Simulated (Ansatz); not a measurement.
Free-standing sheet of Ge (a trial structure of the honeycomb type), relaxed with PBE+D3(BJ):

```
CELL_PARAMETERS angstrom
4.02238 0.00000 0.00000
-2.01119 3.48348 0.00000
0.00000 0.00000 28.00000
ATOMIC_POSITIONS crystal
Ge 0.33333 0.66667 0.51221
Ge 0.66667 0.33333 0.48779
```

These are results of DFT PBE+D3(BJ), scalar-relativistic, plane waves, PAW (Ansatz), not measurements. Cutoff 420 eV; k points 12×12×1 on the computed 2-atom cell (Γ-centred); Gaussian smearing, width 0.10 eV; no spin polarisation. The sheet is isolated along c (Coulomb cut-off).

```
Band gap on the sampled k points : none (metal or semimetal)
Work function                    : 4.47 eV
```

Task: What does HSE06+D3(BJ) give at the same atoms (6×6×1 mesh, 420 eV)?

Result: Band gap on the sampled k points none (metal or semimetal); work function 4.55 eV.

Task: What does r2SCAN give at the same atoms (12×12×1 mesh, 500 eV)?

Result: Band gap on the sampled k points none (metal or semimetal); work function 4.63 eV.